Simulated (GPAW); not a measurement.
Input of a GPAW 26.7.0 run:

run.py

```python
from ase.dft.bandgap import bandgap
from ase.io import write
from ase.spacegroup import crystal
from ase.units import GPa
from gpaw import GPAW, PW

# Ga 4a
# N 4d
atoms = crystal(['Ga', 'N'],
                basis=[[0.0, 0.0, 0.0],
                       [0.25, 0.25, 0.75]],
                spacegroup=216, setting=1,  # F-43m
                cellpar=[4.50700122, 4.50700122, 4.50700122, 90.0, 90.0, 90.0],
                primitive_cell=True)

calc = GPAW(mode=PW(600),
            xc='LDA',
            kpts={'size': (8, 8, 8), 'gamma': True},
            occupations={'name': 'fermi-dirac', 'width': 0.01},
            nbands=11,
            convergence={'density': 1e-05, 'energy': 1e-05},
            maxiter=150,
            txt='gpaw.txt')
atoms.calc = calc
energy = atoms.get_potential_energy()
forces = atoms.get_forces()
stress = atoms.get_stress()
calc.write('gs.gpw')
write('result.traj', atoms)
print(f'Energy: {energy:.6f} eV')
print('Forces (eV/A):')
print(forces.round(4))
print('Stress (GPa):', (stress / GPa).round(3))
print('Fermi level:', round(calc.get_fermi_level(), 4), 'eV')
print(f'Gap: {bandgap(calc)[0]:.4f} eV, direct: {bandgap(calc, direct=True)[0]:.4f} eV')
```

Potentials or basis: the program's PAW data sets (release 1.2.1) made for this functional, pw.

Run with:

```sh
$ OMP_NUM_THREADS=1 python run.py
```

Question: Predict the pressure.

Answer: -5.1 GPa.

Question: What does it give for the band gap on the k mesh?

Answer: 1.84 eV, direct.

Caveat: the cutoff is short for stress and forces, so pressures can be off by a GPa or more.

**Measured values to compare with.**

From a printed reference work, textbook, for a bulk crystal of GaN at 0 K: band gap 3.299 eV (direct).

Against the measured gap of GaN, 3.299 eV (direct; 0 K; a printed reference work, textbook), the calculated 1.84 eV is off by -1.46 eV. Spin-orbit coupling on Ga is left out. The value is that of LDA, without temperature or zero-point motion. Semilocal functionals fall short of measured gaps as a rule. The cell is a database's relaxed one, not the measured one, which moves gaps too.
